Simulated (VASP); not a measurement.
**ZnGa2O4: band structure with LDA**

Crystal: ZnGa2O4.

```
Zn Ga O
1.0
     0.00000    4.17469    4.17469
     4.17469    0.00000    4.17469
     4.17469    4.17469    0.00000
Zn Ga O
2 4 8
Direct
  0.50000 0.50000 0.50000
  0.75000 0.75000 0.75000
  0.12500 0.12500 0.62500
  0.12500 0.62500 0.12500
  0.62500 0.12500 0.12500
  0.12500 0.12500 0.12500
  0.88639 0.34083 0.88639
  0.36361 0.36361 0.90917
  0.36361 0.36361 0.36361
  0.90917 0.36361 0.36361
  0.88639 0.88639 0.88639
  0.34083 0.88639 0.88639
  0.36361 0.90917 0.36361
  0.88639 0.88639 0.34083
```

The cell is a database's computed one.

* Program: VASP 6.6.1
* Task: band structure
* Functional: LDA
* Potentials or basis: VASP PAW LDA potentials, release 64 (Zn, Ga_d, O)
* Cutoff: 520 eV
* k mesh: 6 × 6 × 6
* Occupations: gaussian, width 0.03 eV
* Spin: no spin polarisation
* Further INCAR settings: ALGO = Normal; EDIFF = 1e-06

```yaml
Pressure: -5.6 GPa
Largest_force: 0.031 eV/Å
Band_gap_on_the_k_mesh: 2.52 eV, indirect (least direct gap 2.71 eV)
Band_gap_along_the_path: 2.51 eV, indirect (least direct gap 2.71 eV)
```

Forces on the atoms (eV/Å):
```
Zn   0.000  0.000  0.000
Zn   0.000  0.000  0.000
Ga   0.000  0.000  0.000
Ga   0.000  0.000  0.000
Ga   0.000  0.000  0.000
Ga   0.000  0.000  0.000
O   -0.018  0.018 -0.018
O    0.018  0.018 -0.018
O   -0.018 -0.018 -0.018
O   -0.018  0.018  0.018
O    0.018  0.018  0.018
O    0.018 -0.018 -0.018
O    0.018 -0.018  0.018
O   -0.018 -0.018  0.018
```

Levels at the corners of the path, in eV from the valence-band top:
```
point  band 60  band 61  band 62  band 63  band 64  band 65
    Γ    -0.20    -0.20    -0.20     2.51     5.87     5.87
    X    -0.30    -0.22    -0.22     6.00     6.00     7.66
    X    -0.30    -0.22    -0.22     6.00     6.00     7.66
    W    -0.65    -0.23    -0.23     6.56     6.56     6.61
    W    -0.65    -0.23    -0.23     6.56     6.56     6.61
    K    -0.58    -0.35    -0.05     6.27     6.28     6.45
    K    -0.58    -0.35    -0.05     6.27     6.28     6.45
    Γ    -0.20    -0.20    -0.20     2.51     5.87     5.87
    Γ    -0.20    -0.20    -0.20     2.51     5.87     5.87
    L    -0.29    -0.06    -0.06     5.26     5.49     7.04
    L    -0.29    -0.06    -0.06     5.26     5.49     7.04
    U    -0.58    -0.35    -0.05     6.27     6.28     6.45
    U    -0.58    -0.35    -0.05     6.27     6.28     6.45
    W    -0.65    -0.23    -0.23     6.56     6.56     6.61
    W    -0.65    -0.23    -0.23     6.56     6.56     6.61
    L    -0.29    -0.06    -0.06     5.26     5.49     7.04
    L    -0.29    -0.06    -0.06     5.26     5.49     7.04
    K    -0.58    -0.35    -0.05     6.27     6.28     6.45
    U    -0.58    -0.35    -0.05     6.27     6.28     6.45
    X    -0.30    -0.22    -0.22     6.00     6.00     7.66
```

It took 7.1 min on 4 MPI ranks on Intel(R) Xeon(R) Platinum 8488C (Sapphire Rapids), on a shared host, peak memory 0.41 GiB a rank.
